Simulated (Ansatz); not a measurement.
LiCl in the zincblende structure, relaxed with r2SCAN in Ansatz. It is cubic, F-43m (No. 216); conventional cell a = 5.466 Å, 20.41 Å³ an atom. Around Li lie 4 Cl at 2.37 Å; around Cl lie 4 Li at 2.37 Å.

The axes x, y and z are those of this cell:
```
CELL_PARAMETERS angstrom
0.00000 2.73304 2.73304
2.73304 0.00000 2.73304
2.73304 2.73304 0.00000
ATOMIC_POSITIONS crystal
Li 0.00000 0.00000 0.00000
Cl 0.25000 0.25000 0.25000
```

Unstrained: With PBE the gap is 6.049 eV and direct, at Γ. The r2SCAN gap is direct at Γ: 6.713 eV. The HSE06 gap is direct at Γ: 7.385 eV. Meshes: PBE 8×8×8, r2SCAN 8×8×8, HSE06 6×6×6. Strains are changes of length per length. After each strain the atoms were relaxed again with r2SCAN within the symmetry that the strain leaves, so tilts or polar shifts that break it weren't tested; points keep the names that they have in the unstrained zone. The cell comes from a prototype generator: it can be a known phase or a hypothetical one. Spin polarisation is off.

Problem. Apply uniaxial +3.0 % along x, other directions held. How far does the gap move, against the unstrained cell?

Solution. PBE: the gap goes from 6.049 to 5.926 eV (-0.123 eV); with r2SCAN the top three valence levels at Γ, degenerate before, become 2+1 from the top over 58 meV. r2SCAN: the gap goes from 6.713 to 6.583 eV (-0.130 eV). HSE06: the gap goes from 7.385 to 7.255 eV (-0.130 eV). The r2SCAN energy rises by 1.8 meV an atom.

Problem. One strain changed the r2SCAN stress by xx -0.74, yy -0.74, zz -0.74, xy -0.28, xz -0.28, yz -0.28 GPa (compression positive) and the gap by -0.149 eV (PBE), -0.158 eV (r2SCAN), -0.158 eV (HSE06). Which kind of strain was it, and roughly how large?

Solution. Uniaxial +3.0 % along [111], other directions held. The pattern of the stress gives the kind; the size needs the stiffness, so it is an estimate.

Problem. One strain changed the r2SCAN stress by xx -0.50, yy -0.50, zz 0.00 GPa (compression positive) and the gap by -0.113 eV (PBE), -0.116 eV (r2SCAN), -0.118 eV (HSE06). Which kind of strain was it, and roughly how large?

Solution. Epitaxial +2.5 % in the xy plane, free normal strain -3.70 %. The pattern of the stress gives the kind; the size needs the stiffness, so it is an estimate.

Problem. Apply isotropic +4.0 % on every length. How far does the gap move, against the unstrained cell?

Solution. PBE: the gap goes from 6.049 to 5.660 eV (-0.389 eV). r2SCAN: the gap goes from 6.713 to 6.300 eV (-0.413 eV). HSE06: the gap goes from 7.385 to 6.968 eV (-0.417 eV). The r2SCAN energy rises by 21.0 meV an atom.

Problem. Apply uniaxial +0.5 % along z, other directions held. How far does the gap move, against the unstrained cell?

Solution. PBE: the gap goes from 6.049 to 6.029 eV (-0.020 eV). r2SCAN: the gap goes from 6.713 to 6.691 eV (-0.022 eV). HSE06: the gap goes from 7.385 to 7.363 eV (-0.022 eV). The r2SCAN energy rises by 0.0 meV an atom.

The meshes of the hybrids are coarse, so their gaps aren't converged to the digits shown.

The splittings at Γ are without spin-orbit coupling, which regroups them where it is of like size or larger.
